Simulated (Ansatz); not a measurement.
# Sb in Ansatz: notebook, part 2 of 2

Ansatz 0.2.0. Earlier steps stand in the parts before.

### 4 Electrostatic potential, PBE (the (1 0 0) slab of Sb, cut from the database cell, not relaxed)

File input.yaml:

```yaml
crystal:
  lattice:
    - [3.3690001795, 0.0, 0.0]
    - [0.0, 5.33, 0.0]
    - [0.0, 0.0, 24.7254658028]
  atoms:
    - { symbol: Sb, position: [0.0, 0.75, 0.3033309892] }
    - { symbol: Sb, position: [0.5000000001, 0.25, 0.3426647914] }
    - { symbol: Sb, position: [0.5, 0.75, 0.4213323957] }
    - { symbol: Sb, position: [1.0e-10, 0.25, 0.4606661978] }
    - { symbol: Sb, position: [0.0, 0.75, 0.5393338022] }
    - { symbol: Sb, position: [0.5000000001, 0.25, 0.5786676043] }
    - { symbol: Sb, position: [0.5, 0.75, 0.6573352086] }
    - { symbol: Sb, position: [1.0e-10, 0.25, 0.6966690108] }
  periodic: [true, true, false]
hamiltonian:
  xc: pbe
  pseudopotentials: { kind: paw }
kpoints:
  mp_grid: { grid: [8, 5, 1] }
scf:
  occupations: { method: fermi_dirac, width: 0.05 }
output:
  forces: true
  eigenvalues: true
  write_density: true
  write_potential: true
  elf: true
  volumetric_format: npy
```

Potentials or basis: Ansatz PAW.

The run is started by

```bash
ansatz run input.yaml --threads 4 --pin off --max-ram 11264MiB --backend cpu --events-out ev --progress --plain --runs-dir out
```

Log:

```text
Warning: crystal.periodic: the lattice vector that does not repeat stood 0.000° off the slab's normal, 24.725 Å along it as the deck builds it. The run solves the slab on a vector along the normal, 43.251 Å long, with every atom where it was (on the deck's vector they left 15.00 Å outside them, and the widest stretch free of ions among them is 1.95 Å). A fractional position that the run reports is one of the run's cell, which starts as this one, and not of the deck's: it goes into a deck with that cell's vectors. The slab on that cell runs as it stands in a deck that lists each atom with its symbol and moment, types crystal.periodic and leaves out crystal.checkpoint, crystal.saddle_side, crystal.structure_sha256, crystal.space_group, crystal.setting, crystal.reduce_to_primitive, crystal.supercell, crystal.defects and each atom's wyckoff. Where those keys changed the vectors of the plane, lay the indices of each lattice_plane and lattice_line anew on these rows. Along the normal they count this vector already. An outside_sphere can name other atoms there (type this run's as sites). In the order of the run's atom list the slab is: crystal.lattice: [[3.3690001795, 0.0, 0.0], [0.0, 5.33, 0.0], [0.0, 0.0, 43.25093160402361]]; position: [0.0, 0.75, 0.17340666945764413]; position: [0.5000000001, 0.25, 0.19589281126134397]; position: [0.5, 0.75, 0.24086509481157625]; position: [1.0000000000000002e-10, 0.25, 0.26335123655810866]; position: [0.0, 0.75, 0.30832352016550846]; position: [0.5000000001, 0.25, 0.3308096619120408]; position: [0.5, 0.75, 0.3757819454622731]; position: [1.0000000000000002e-10, 0.25, 0.39826808726597296];
Warning: RAYON_NUM_THREADS=4 ignored (pool sized by the plan → 4); use --threads N
crystal.periodic: the lattice vector that does not repeat stood 0.000° off the slab's normal, 24.725 Å along it as the deck builds it. The run solves the slab on a vector along the normal, 43.251 Å long, with every atom where it was (on the deck's vector they left 15.00 Å outside them, and the widest stretch free of ions among them is 1.95 Å). A fractional position that the run reports is one of the run's cell, which starts as this one, and not of the deck's: it goes into a deck with that cell's vectors. The slab on that cell runs as it stands in a deck that lists each atom with its symbol and moment, types crystal.periodic and leaves out crystal.checkpoint, crystal.saddle_side, crystal.structure_sha256, crystal.space_group, crystal.setting, crystal.reduce_to_primitive, crystal.supercell, crystal.defects and each atom's wyckoff. Where those keys changed the vectors of the plane, lay the indices of each lattice_plane and lattice_line anew on these rows. Along the normal they count this vector already. An outside_sphere can name other atoms there (type this run's as sites). In the order of the run's atom list the slab is: crystal.lattice: [[3.3690001795, 0.0, 0.0], [0.0, 5.33, 0.0], [0.0, 0.0, 43.25093160402361]]; position: [0.0, 0.75, 0.17340666945764413]; position: [0.5000000001, 0.25, 0.19589281126134397]; position: [0.5, 0.75, 0.24086509481157625]; position: [1.0000000000000002e-10, 0.25, 0.26335123655810866]; position: [0.0, 0.75, 0.30832352016550846]; position: [0.5000000001, 0.25, 0.3308096619120408]; position: [0.5, 0.75, 0.3757819454622731]; position: [1.0000000000000002e-10, 0.25, 0.39826808726597296];
Engine: ansatz 0.2.0, aarch64-unknown-linux-gnu
Pseudopotentials: kind: paw
Pseudopotential: Sb, paw, valence charge 15, recommended cutoff 420 eV (normal), Sb.paw.azcp
Functional definition: PBE
  parameter kappa = 0.804
  parameter beta = 0.06672455060314922
  exchange = pbe_x(kappa = kappa, mu = beta*pi^2/3)
  correlation = pbe_c(beta = beta)
Crystal: 8 atoms, lattice volume = 776.647 Å³
Basis set: ecut = 420 eV, 15263 PW (Γ), exchange–correlation on 48×72×600 points (8 copies of the dense FFT grid, shifted against one another)
Bands: 72, of which v1, the nominal top of the filled ones, is band 60 counted from 1 (59 counted from 0)
Symmetry: 8 space group operations
Space group: Pmma (ITA 51), of the structure as read, at distance tolerance 9.2e-5 Å
k-points: 15 of 40
[... 33 lines left out ...]
  E_paw        = -36595.066872  (= ΣΔE_a)
  E_vpaw       = -3941.611961  (= ΣTr[D̂ρ^β])
  E_aug_tail   = -0.000012  (compensation charges beyond the density's cutoff)
  E_ewald      = 241565.052899
  E_smearing   = -0.055305  (= −TS)
  E_closure    = 0.000000  (closes the sum)
  Σ components = -51872.995088   (vs F -51872.995088, Δ=0.00e0)
--- Forces (eV/Å), atoms counted from 1 ---
  atom   1  Sb     0.00000000     0.00000000     0.38474078
  atom   2  Sb     0.00000000     0.00000000    -0.27783699
  atom   3  Sb     0.00000000     0.00000000    -0.62453395
  atom   4  Sb     0.00000000     0.00000000    -0.22596956
  atom   5  Sb     0.00000000     0.00000000     0.22596956
  atom   6  Sb     0.00000000     0.00000000     0.62453395
  atom   7  Sb     0.00000000     0.00000000     0.27783699
  atom   8  Sb     0.00000000     0.00000000    -0.38474078
  max |Σ_I F_I| component: 5.55e-17 eV/Å
--- Band table (eV; the first three rows and the last of 15) ---
  k-point 0: bands = ["-33.6585", "-33.6495", "-33.6329", "-33.6329", "-33.6296", "-33.6290", "-33.6241", "-33.6212", "-33.6161", "-33.6125", "-33.6085", "-33.6077", "-33.6067", "-33.6005", "-33.5973", "-33.5910", "-33.5720", "-33.5715", "-33.5698", "-33.5640", "-33.5630", "-33.5603", "-33.5481", "-33.5430", "-33.5426", "-33.5424", "-33.5383", "-33.5370", "-33.5214", "-33.5189", "-33.4238", "-33.4238", "-33.3772", "-33.3772", "-33.3609", "-33.3609", "-33.3544", "-33.3544", "-33.3509", "-33.3509", "-17.1897", "-16.4691", "-15.4286", "-14.3214", "-12.9892", "-12.4452", "-12.0581", "-11.9066", "-9.9648", "-9.2242", "-8.2792", "-8.1677", "-7.6398", "-7.0897", "-5.9654", "-5.8666", "-3.9059", "-3.8983", "-3.6400", "-3.5534", "-3.1800", "-2.2063", "-1.9865 (-1.9865°)", "-1.9200 (-1.9200°)", "-1.2977 (-1.2977°)", "-1.1043 (-1.1044°)", "-0.2574 (-0.2574°)", "-0.2161 (-0.2325°)", "-0.1367 (-0.1616°)", "-0.0826 (-0.0826°)", "0.2797", "0.3234"]
  k-point 1: bands = ["-33.6558", "-33.6489", "-33.6394", "-33.6363", "-33.6275", "-33.6271", "-33.6263", "-33.6233", "-33.6186", "-33.6136", "-33.6096", "-33.6053", "-33.6048", "-33.5986", "-33.5879", "-33.5824", "-33.5746", "-33.5698", "-33.5686", "-33.5645", "-33.5624", "-33.5588", "-33.5497", "-33.5478", "-33.5468", "-33.5418", "-33.5411", "-33.5370", "-33.5217", "-33.5196", "-33.4241", "-33.4241", "-33.3794", "-33.3794", "-33.3598", "-33.3598", "-33.3534", "-33.3534", "-33.3504", "-33.3504", "-16.9761", "-16.2585", "-15.2265", "-14.1413", "-13.9413", "-13.3133", "-12.5436", "-12.2385", "-9.0685", "-8.5969", "-8.2782", "-8.0353", "-7.0593", "-6.0847", "-5.9969", "-5.5912", "-4.2232", "-3.9837", "-3.6741", "-2.9622", "-2.5620", "-2.0029", "-1.9506", "-1.7464 (-1.7464°)", "-1.1369 (-1.1369°)", "-1.1198 (-1.1198°)", "-0.8721 (-0.8721°)", "-0.3027 (-0.3043°)", "-0.2579 (-0.2579°)", "-0.1084", "0.0492", "0.0673"]
  k-point 2: bands = ["-33.6499", "-33.6475", "-33.6443", "-33.6416", "-33.6339", "-33.6339", "-33.6201", "-33.6193", "-33.6166", "-33.6156", "-33.6094", "-33.6052", "-33.6018", "-33.6008", "-33.5742", "-33.5718", "-33.5710", "-33.5690", "-33.5664", "-33.5632", "-33.5617", "-33.5583", "-33.5554", "-33.5540", "-33.5508", "-33.5488", "-33.5420", "-33.5386", "-33.5220", "-33.5212", "-33.4246", "-33.4246", "-33.3830", "-33.3830", "-33.3581", "-33.3581", "-33.3519", "-33.3519", "-33.3498", "-33.3498", "-16.3389", "-15.6341", "-15.2942", "-14.6887", "-14.5478", "-13.7332", "-13.5385", "-12.8478", "-9.1983", "-8.5642", "-7.3821", "-6.7681", "-6.0452", "-5.7907", "-4.6144", "-4.1972", "-3.8514", "-3.2895", "-3.0457", "-3.0215", "-2.6576", "-2.3307", "-2.0131", "-1.8439", "-1.8168", "-1.5108", "-1.4385", "-1.3289", "-1.1521 (-1.1521°)", "-0.6249 (-0.6249°)", "-0.5160", "0.0916"]
  k-point 14: bands = ["-33.6491", "-33.6478", "-33.6451", "-33.6449", "-33.6266", "-33.6261", "-33.6253", "-33.6248", "-33.6069", "-33.6051", "-33.6039", "-33.5906", "-33.5881", "-33.5805", "-33.5781", "-33.5743", "-33.5727", "-33.5720", "-33.5684", "-33.5650", "-33.5540", "-33.5513", "-33.5407", "-33.5392", "-33.5383", "-33.5357", "-33.5275", "-33.5260", "-33.5095", "-33.5090", "-33.3988", "-33.3988", "-33.3706", "-33.3705", "-33.3676", "-33.3676", "-33.3585", "-33.3585", "-33.3339", "-33.3339", "-13.3971", "-13.3881", "-13.1786", "-12.6650", "-12.5719", "-12.4831", "-12.4295", "-12.3819", "-9.5550", "-9.4646", "-9.0911", "-8.9062", "-8.7035", "-8.4409", "-8.2594", "-7.9932", "-5.7568", "-5.6470", "-5.2039", "-4.8864", "-4.1855", "-3.8102", "-3.7318", "-3.2972", "-2.8087", "-2.7274", "-2.6208", "-2.3615", "-1.8744", "-1.5558", "-1.0917", "-0.9526"]
  ° read free of the cell's end (the report's vacuum.weakly_bound_levels)
```

Run time: 17 s. Hardware: 4 threads of Arm Neoverse V2, shared host; peak memory 1.8 GiB.

What came out:

* Free energy: -51872.9951 eV
* Largest force: 0.625 eV/Å
* Band gap on the k mesh: none (metal or under the smearing width)

Forces in eV/Å, atoms in the order of the input:
```
Sb   0.000  0.000  0.385
Sb   0.000  0.000 -0.278
Sb   0.000  0.000 -0.625
Sb   0.000  0.000 -0.226
Sb   0.000  0.000  0.226
Sb   0.000  0.000  0.625
Sb   0.000  0.000  0.278
Sb   0.000  0.000 -0.385
```

Spin-orbit coupling is left out, which matters for the levels of Sb.

### 5 The runs side by side

```tsv
boundary along the surface normal	gap on the mesh (eV)	largest force (eV/Å)
dipole_correction	none	0.62
images	none	0.62
isolated	none	0.62
```

Alike in all rows: task electrostatic potential; level PBE; potentials or basis Ansatz PAW; no spin polarisation; cell the (1 0 0) slab of Sb, cut from the database cell, not relaxed; k mesh 8 × 5 × 1; cutoff (eV) 420; smearing fermi-dirac 0.05 eV.

Absolute energies hang on the potentials; compare differences alone.
